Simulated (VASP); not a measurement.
# Bi (Im-3m) in VASP: settings compared, part 2 of 2

VASP 6.6.1.

**4. Relaxation of cell and atoms, LDA**

Contents of INCAR:

```
ALGO = Normal ; EDIFF = 1E-6
EDIFFG = -0.01 ; ENCUT = 600
GGA = CA ; IBRION = 2
ISIF = 3 ; ISMEAR = 1
LASPH = T ; LCHARG = F
LREAL = F ; LWAVE = F
NELM = 80 ; NSW = 90
PREC = Accurate ; SIGMA = 0.1
```

Contents of KPOINTS:

```
k-points
0
Gamma
  14 14 14
```

Contents of POSCAR:

```
Bi
1.0
   -1.9814305318      1.9814305318      1.9814305318
    1.9814305318     -1.9814305318      1.9814305318
    1.9814305318      1.9814305318     -1.9814305318
Bi
1
Direct
    0.0000000000      0.0000000000      0.0000000000
```

Potentials or basis: VASP PAW LDA potentials, release 64 (Bi_d).

Started as:

```console
$ cat potpaw_LDA.64/Bi_d/POTCAR > POTCAR
$ mpirun -np 1 vasp_std > vasp.out
```

OUTCAR:

```text
EDIFF = 1E-6
   EDIFFG = -0.01
   ENCUT = 600
   GGA = CA
   IBRION = 2
   ISIF = 3
   ISMEAR = 1
   LASPH = T
   LREAL = F
   NELM = 80
   NSW = 90
   PREC = Accurate

 ion  position               nearest neighbor table
   1  0.000  0.000  0.000-

  LATTYP: Found a body centered cubic cell.
 ALAT       =     3.9628610636

  Lattice vectors:

 A1 = (  -1.9814305318,   1.9814305318,   1.9814305318)
 A2 = (   1.9814305318,  -1.9814305318,   1.9814305318)
 A3 = (   1.9814305318,   1.9814305318,  -1.9814305318)

Analysis of symmetry for initial positions (statically):
=====================================================================
 Subroutine PRICEL returns:
 Original cell was already a primitive cell.

 Routine SETGRP: Setting up the symmetry group for a
 body centered cubic supercell.

 Subroutine GETGRP returns: Found 48 space group operations
 (whereof 48 operations were pure point group operations)
 out of a pool of 48 trial point group operations.

The static configuration has the point symmetry O_h .

Analysis of symmetry for dynamics (positions and initial velocities):
=====================================================================
 Subroutine PRICEL returns:
 Original cell was already a primitive cell.

 Routine SETGRP: Setting up the symmetry group for a
 body centered cubic supercell.
[... 222 lines left out ...]

 number of electron      15.0000005 magnetization

 Free energy of the ion-electron system (eV)
  ---------------------------------------------------
  ext. energy  EPLUGINS =         0.00000000
  ---------------------------------------------------
  free energy    TOTEN  =        -4.46136470 eV

  energy without entropy =       -4.46088257  energy(sigma->0) =       -4.46120399

 E-fermi :   8.3695     XC(G=0): -10.8216

 val. band max:        8.3622363396   @ k =   0.1429   0.0714   0.0714
 cond. band min:       8.3899067126   @ k =  -0.4286   0.4286   0.2857
 fundamental gap:      0.0276703730
 Fermi energy:         8.3695272078

 k-point     1 :       0.0000    0.0000    0.0000
  band No.  band energies     occupation
      1     -14.5808      2.00000
      2     -14.5808      2.00000
      3     -14.5808      2.00000
      4     -14.4207      2.00000
      5     -14.4207      2.00000
      6      -5.5185      2.00000
      7      13.9437      0.00000
      8      13.9437      0.00000
      9      13.9437      0.00000
     10      18.4896      0.00000
     11      18.9812      0.00000
[... 309 lines left out ...]
 k-point    24 :       0.3571    0.2857    0.0000
  band No.  band energies     occupation
      1     -14.5919      2.00000
      2     -14.4875      2.00000
      3     -14.4625      2.00000
      4     -14.4151      2.00000
      5     -14.3861      2.00000
      6      -1.6147      2.00000
      7       4.4356      2.00000
      8       5.5660      2.00000
      9      10.9043      0.00000
     10      17.4127      0.00000
     11      19.1866      0.00000

 [... further k-points ...]

------------------------ aborting loop because EDIFF is reached ----------------------------------------

  FORCE on cell =-STRESS in cart. coord.  units (eV):
  Direction    XX          YY          ZZ          XY          YZ          ZX
  --------------------------------------------------------------------------------------
  -------------------------------------------------------------------------------------
  Total        0.0012609      0.0012609      0.0012609     -0.0000000     -0.0000000     -0.0000000
  in kB        0.0689568      0.0689568      0.0689568     -0.0000000     -0.0000000     -0.0000000
  external PRESSURE =       0.0689568 kB  Pullay stress =       0.0000000 kB
[... 16 lines left out ...]
  FREE ENERGIE OF THE ION-ELECTRON SYSTEM (eV)
  ---------------------------------------------------
  free  energy   TOTEN  =        -4.4613647029 eV

  energy  without entropy=       -4.4608825673  energy(sigma->0) =       -4.46120399

 reached required accuracy - stopping structural energy minimisation
```

OSZICAR:

```text
N       E                     dE             d eps       ncg     rms          rms(c)
DAV:   1     0.109877790379E+03    0.10988E+03   -0.87768E+03  2291   0.172E+03
[... 22 lines left out ...]
DAV:   2    -0.449261539428E+01    0.17889E+00   -0.30804E-01  2615   0.118E+01    0.954E-01
DAV:   3    -0.446106587998E+01    0.31550E-01   -0.13543E-01  3595   0.712E+00    0.109E-01
DAV:   4    -0.446120149102E+01   -0.13561E-03   -0.17117E-03  2399   0.558E-01    0.588E-02
DAV:   5    -0.446141557878E+01   -0.21409E-03   -0.13292E-03  2465   0.367E-01    0.247E-02
DAV:   6    -0.446136290976E+01    0.52669E-04   -0.15588E-04  2504   0.170E-01    0.660E-03
DAV:   7    -0.446136471911E+01   -0.18093E-05   -0.97543E-06  2513   0.229E-02    0.147E-03
DAV:   8    -0.446136470288E+01    0.16233E-07   -0.21966E-07  1384   0.562E-03
   3 F= -.44613647E+01 E0= -.44612040E+01  d E =-.198368E-01
```

It took 28 s on 1 thread of Intel Xeon 6975P-C (Granite Rapids), shared host; peak memory 0.18 GiB.

Results:

```yaml
Free_energy: -4.4614 eV
Relaxed_volume: 29.30 Å³/atom
Relaxed_cell: a = 3.364 Å, b = 3.364 Å, c = 3.364 Å, α = 109.47°, β = 109.47°, γ = 109.47°
Space_group_after_relaxing_to_0.05_Å: Im-3m (No. 229)
Energy_gained_by_relaxing: 19.8 meV/atom
Ionic_steps: 3
Pressure_after_relaxing: 0.0 GPa
Band_gap_on_the_k_mesh: none (metal or under the smearing width)
```

Step by step:
| step | energy change (eV) | largest force (eV/Å) | pressure (GPa) | volume (Å³) |
| --- | --- | --- | --- | --- |
| 1 | 0.0000 | 0.0000 | -3.30 | 31.12 |
| 2 | -0.0131 | 0.0000 | 2.28 | 28.32 |
| 3 | -0.0198 | 0.0000 | 0.01 | 29.30 |

Final structure:
```cif
data_structure
_symmetry_space_group_name_H-M 'P 1'
_symmetry_Int_Tables_number 1
_cell_length_a 3.3636
_cell_length_b 3.3636
_cell_length_c 3.3636
_cell_angle_alpha 109.471
_cell_angle_beta 109.471
_cell_angle_gamma 109.471
_cell_volume 29.30
loop_
_atom_site_label
_atom_site_type_symbol
_atom_site_fract_x
_atom_site_fract_y
_atom_site_fract_z
_atom_site_occupancy
Bi1 Bi 0.00000 0.00000 0.00000 1
```

Caveat: spin-orbit coupling is left out, which moves the levels of the heavy elements.

**5. Relaxation of cell and atoms, LDA**

This run uses another cell than the first one, of 29.30 Å³/atom, 0.941 times its volume.

Contents of INCAR:

```
ALGO = Normal ; EDIFF = 1E-7
EDIFFG = -0.005 ; ENCUT = 600
GGA = CA ; IBRION = 2
ISIF = 3 ; ISMEAR = 1
LASPH = T ; LCHARG = F
LREAL = F ; LWAVE = F
NELM = 80 ; NSW = 90
PREC = Accurate ; SIGMA = 0.1
```

KPOINTS is that of step 4.

Contents of POSCAR:

```
Bi                                      
1.0
   -1.9419910671      1.9419910671      1.9419910671
    1.9419910671     -1.9419910671      1.9419910671
    1.9419910671      1.9419910671     -1.9419910671
  Bi            
     1
Direct
     0.0000000000000000    0.0000000000000000    0.0000000000000000
```

Started as:

```console
$ cat potpaw_LDA.64/Bi_d/POTCAR > POTCAR
$ mpirun -np 1 vasp_std > vasp.out
```

It took 28 s on 1 thread of Intel Xeon 6975P-C (Granite Rapids), shared host; peak memory 0.17 GiB.

It converged, with:

```
Free energy                            : -4.4612 eV
Relaxed volume                         : 29.29 Å³/atom
Relaxed cell                           : a = 3.363 Å, b = 3.363 Å, c = 3.363 Å, α = 109.47°, β = 109.47°, γ = 109.47°
Space group after relaxing (to 0.05 Å) : Im-3m (No. 229)
Energy gained by relaxing              : 0.0 meV/atom
Ionic steps                            : 4
Pressure after relaxing                : 0.0 GPa
Band gap on the k mesh                 : none (metal or under the smearing width)
```

Final structure:
```
Bi
1.0
    -1.94183    1.94183    1.94183
     1.94183   -1.94183    1.94183
     1.94183    1.94183   -1.94183
Bi
1
Cartesian
  0.0000 0.0000 0.0000
```

Levels at points of the mesh, in eV from the Fermi level:
| k point | band 3 | band 4 | band 5 | band 6 | band 7 | band 8 | band 9 | band 10 | band 11 |
| --- | --- | --- | --- | --- | --- | --- | --- | --- | --- |
| (0.00, 0.00, 0.00) | -22.95 | -22.79 | -22.79 | -13.89 | 5.58 | 5.58 | 5.58 | 10.12 | 10.61 |
| (0.50, 0.00, 0.00) | -22.80 | -22.80 | -22.69 | -10.50 | -5.35 | 1.73 | 3.67 | 6.35 | 7.87 |
| (0.50, 0.50, 0.50) | -22.71 | -22.71 | -22.71 | -8.12 | -1.88 | -1.88 | -1.88 | 3.63 | 3.63 |

Caveat: spin-orbit coupling is left out, which moves the levels of the heavy elements.

**6. Relaxation of the atoms, LDA (a relaxed cell with its volume scaled by 0.94)**

Contents of INCAR:

```
ALGO = Normal ; EDIFF = 1E-7
EDIFFG = -0.01 ; ENCUT = 600
GGA = CA ; IBRION = 2
ISIF = 2 ; ISMEAR = 1
LASPH = T ; LCHARG = F
LREAL = F ; LWAVE = F
NELM = 80 ; NSW = 40
PREC = Accurate ; SIGMA = 0.1
```

KPOINTS is that of step 5.

Contents of POSCAR:

```
Bi                                      
1.0
   -1.9021852641      1.9021852641      1.9021852641
    1.9021852641     -1.9021852641      1.9021852641
    1.9021852641      1.9021852641     -1.9021852641
  Bi            
     1
Direct
     0.0000000000000000    0.0000000000000000    0.0000000000000000
```

Potentials or basis: VASP PAW LDA potentials, release 64 (Bi_d).

Started as:

```console
$ cat potpaw_LDA.64/Bi_d/POTCAR > POTCAR
$ mpirun -np 1 vasp_std > vasp.out
```

It took 11 s on 1 thread of Intel Xeon 6975P-C (Granite Rapids), shared host; peak memory 0.16 GiB.

It converged, with:

```
Free energy             : -4.4377 eV
Pressure after relaxing : 4.5 GPa
Band gap on the k mesh  : none (metal or under the smearing width)
```

Final structure:
```cif
data_structure
_symmetry_space_group_name_H-M 'P 1'
_symmetry_Int_Tables_number 1
_cell_length_a 3.2947
_cell_length_b 3.2947
_cell_length_c 3.2947
_cell_angle_alpha 109.471
_cell_angle_beta 109.471
_cell_angle_gamma 109.471
_cell_volume 27.53
loop_
_atom_site_label
_atom_site_type_symbol
_atom_site_fract_x
_atom_site_fract_y
_atom_site_fract_z
_atom_site_occupancy
Bi1 Bi 0.00000 0.00000 0.00000 1
```

Levels at points of the mesh, in eV from the Fermi level:
```tsv
k point	band 4	band 5	band 6	band 7	band 8	band 9	band 10	band 11
(0.00, 0.00, 0.00)	-22.86	-22.86	-14.41	6.04	6.04	6.04	10.57	10.57
(0.50, 0.00, 0.00)	-22.87	-22.73	-10.62	-5.77	1.82	3.80	6.57	8.03
(0.50, 0.50, 0.50)	-22.76	-22.76	-7.93	-2.06	-2.06	-2.06	3.55	3.55
```

Caveat: the relaxation stopped at its first step, so nothing moved; spin-orbit coupling is left out, which moves the levels of the heavy elements.

**7. Summary**

```tsv
task	level	potentials or basis	cell	gap on the mesh (eV)	pressure (GPa)
relaxation of the atoms	PBE	VASP PAW PBE potentials, release 64 (Bi_d)	atoms relaxed from: a relaxed cell with its volume scaled by 1.04	none	-1.9
relaxation of the atoms	PBE	VASP PAW PBE potentials, release 64 (Bi_d)	atoms relaxed from: a relaxed cell with its volume scaled by 1.06	none	-2.7
relaxation of cell and atoms	LDA	VASP PAW LDA potentials, release 64 (Bi_d)	relaxed	none	0.0
relaxation of the atoms	LDA	VASP PAW LDA potentials, release 64 (Bi_d)	atoms relaxed from: a relaxed cell with its volume scaled by 0.94	none	4.5
```

Alike in all rows: no spin polarisation; k mesh 14 × 14 × 14; cutoff (eV) 600; smearing methfessel-paxton 0.1 eV.

Caveats: spin-orbit coupling is left out, which moves the levels of the heavy elements; the relaxation stopped at its first step, so nothing moved (some runs).

Total energies depend on the potentials used, so only differences within one code and one set of settings carry meaning.
